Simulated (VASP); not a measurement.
## CdTe: optical spectrum with PBE

**What was measured.**

A printed reference work, data compilation reports, for a bulk crystal of CdTe at 0 K: band gap 1.607 eV.

Crystal: CdTe.

```xyz
2
Lattice="0.0000 3.2478 3.2478 3.2478 0.0000 3.2478 3.2478 3.2478 0.0000" Properties=species:S:1:pos:R:3 pbc="T T T"
Cd    0.0000    0.0000    0.0000
Te    1.6239    1.6239    1.6239
```

```yaml
Program: VASP 6.6.1
Task: optical spectrum
Functional: PBE
Potentials_or_basis: VASP PAW PBE potentials, release 64 (Cd, Te)
Cutoff: 520 eV
k_mesh: 8 × 8 × 8
Occupations: gaussian, width 0.03 eV
Spin: no spin polarisation
Further_INCAR_settings: ALGO = Normal; EDIFF = 1e-07; NBANDS = 41
```

```json
{
  "Pressure": "2.4 GPa",
  "Band gap on the k mesh": "0.75 eV, direct"
}
```

Levels at points of the mesh, in eV from the valence-band top:
| k point | band 6 | band 7 | band 8 | band 9 | band 10 | band 11 | band 12 | band 13 |
| --- | --- | --- | --- | --- | --- | --- | --- | --- |
| (0.00, 0.00, 0.00) | -8.01 | 0.00 | 0.00 | 0.00 | 0.75 | 4.61 | 4.61 | 4.61 |
| (0.50, 0.00, 0.00) | -7.66 | -4.39 | -0.76 | -0.76 | 1.81 | 5.19 | 5.19 | 7.08 |
| (0.50, 0.50, 0.00) | -7.52 | -4.27 | -1.84 | -1.84 | 2.62 | 2.67 | 8.81 | 9.10 |

Dielectric function (mean over the directions given):
```tsv
energy (eV)	real part	imaginary part
0.26	11.13	0.27
0.72	11.82	6.90
1.23	9.13	0.71
1.74	11.44	6.39
2.25	14.11	3.96
2.77	6.72	3.54
3.28	8.12	11.27
3.79	8.37	5.68
4.25	11.77	15.85
4.76	-0.85	7.68
5.28	-0.94	10.45
5.79	-3.67	8.13
6.30	-1.76	6.43
6.81	-2.36	4.34
7.32	-2.06	2.69
7.84	-2.17	2.04
8.30	-1.79	1.98
8.81	-1.54	1.71
9.32	-0.87	1.12
9.83	-0.60	1.41
10.35	-0.77	0.74
10.86	-0.40	0.86
11.37	-0.39	0.88
11.88	-0.33	0.65
12.34	0.06	0.60
12.85	0.01	0.62
13.37	0.11	0.76
13.88	-0.09	0.61
14.39	0.08	0.36
14.90	0.17	0.47
15.42	0.24	0.50
15.93	0.35	0.38
16.39	0.32	0.35
16.90	0.39	0.30
17.41	0.44	0.31
17.92	0.48	0.34
18.44	0.56	0.33
18.95	0.44	0.40
19.46	0.41	0.36
19.97	0.56	0.25
```

Wall time 83 s on 1 thread of Intel(R) Xeon(R) Platinum 8488C (Sapphire Rapids) (shared host), peak memory 0.28 GiB.

A measured gap of CdTe is 1.607 eV (0 K; a printed reference work, data compilation); the calculated 0.75 eV misses it by -0.86 eV. Spin-orbit coupling on Cd, Te is left out. The value is that of PBE, without temperature or zero-point motion. Semilocal functionals fall short of measured gaps as a rule.

Caveat: spectra need much finer meshes, so this one isn't converged; independent-particle spectra lack excitons; spin-orbit coupling is left out, which moves the levels of the heavy elements.
